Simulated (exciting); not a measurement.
Here is an exciting (release sodium) calculation.

Contents of input.xml:

```xml
<input>
  <title>W</title>
  <structure speciespath="./" tshift="false">
    <crystal scale="1">
      <basevect>0.000000000000 3.836144032990 3.836144032990</basevect>
      <basevect>3.836144032990 0.000000000000 3.836144032990</basevect>
      <basevect>3.836144032990 3.836144032990 0.000000000000</basevect>
    </crystal>
    <species speciesfile="W.xml" rmt="2.3">
      <atom coord="0.000000000000 0.000000000000 0.000000000000"/>
    </species>
  </structure>
  <groundstate do="fromscratch" ngridk="11 11 11" rgkmax="9" gmaxvr="14" lmaxapw="10" lmaxmat="10" lmaxvr="8" xctype="GGA_PBE" stype="Gaussian" swidth="0.00367493" nempty="12" ValenceRelativity="iora*" epsengy="1e-05" epspot="1e-05" maxscl="60" tforce="true" outputlevel="normal"/>
</input>
```

Potentials or basis: all-electron LAPW+lo, shipped species files, valence relativity iora*.

The run is started by

```sh
$ OMP_NUM_THREADS=1 exciting_smp
```

Question: Predict the band gap on the k mesh.

Answer: None (metal or under the smearing width).

Question: What does it give for the density of states at the Fermi level?

Answer: 1.00 states/eV per cell.

Caveat: the log's total energy holds no entropy term; the free energy is that total less TS from the occupations. The run has no spin-orbit coupling, so splittings on W are missing.
